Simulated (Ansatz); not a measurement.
Write the native input for Ansatz 0.2.0 that does the following.

```yaml
Task: phonons
Functional: PBEsol
Potentials_or_basis: Ansatz PAW
Cutoff: "420 eV (not typed: the program's choice for these potentials)"
k_mesh: 12 × 12 × 12
Occupations: fermi-dirac, width 0.05 eV
Spin: no spin polarisation
q_mesh: 4 × 4 × 4
Path: "[[\"G\", \"X\", \"W\", \"K\", \"G\", \"L\", \"U\", \"W\", \"L\", \"K\"], [\"U\", \"X\"]]"
Points_for_each_segment_of_the_path: 8
```

Cu:

```xyz
1
Lattice="0.0000 1.8075 1.8075 1.8075 0.0000 1.8075 1.8075 1.8075 0.0000" Properties=species:S:1:pos:R:3 pbc="T T T"
Cu    0.0000    0.0000    0.0000
```

One way to write it, as run:

input.yaml

```yaml
crystal:
  lattice:
    - [0.0, 1.8075, 1.8075]
    - [1.8075, 0.0, 1.8075]
    - [1.8075, 1.8075, 0.0]
  atoms:
    - { symbol: Cu, position: [0.0, 0.0, 0.0] }
hamiltonian:
  xc: pbesol
  pseudopotentials: { kind: paw }
kpoints:
  mp_grid: { grid: [12, 12, 12] }
scf:
  occupations: { method: fermi_dirac, width: 0.05 }
phonons:
  method: dfpt
  qmesh: [4, 4, 4]
  temperatures: { t_max: 1000, t_step: 100 }
  qpath:
    path:
      - [[0.0, 0.0, 0.0], [0.5, 0.0, 0.5], [0.5, 0.25, 0.75], [0.375, 0.375, 0.75], [0.0, 0.0, 0.0], [0.5, 0.5, 0.5], [0.625, 0.25, 0.625], [0.5, 0.25, 0.75], [0.5, 0.5, 0.5], [0.375, 0.375, 0.75]]
      - [[0.625, 0.25, 0.625], [0.5, 0.0, 0.5]]
    npoints: 8
```

Potentials or basis: Ansatz PAW.

Command:

```sh
$ ansatz run input.yaml --threads 2 --pin off --max-ram 5632MiB --backend cpu --events-out ev --progress --plain --runs-dir out
```

It gave:

```
Band gap on the k mesh   : none (metal or under the smearing width)
Highest phonon frequency : 239 cm⁻¹
```

Wall time 73 s on 2 threads of Arm Neoverse V1, with other jobs on the host, peak memory 0.99 GiB.
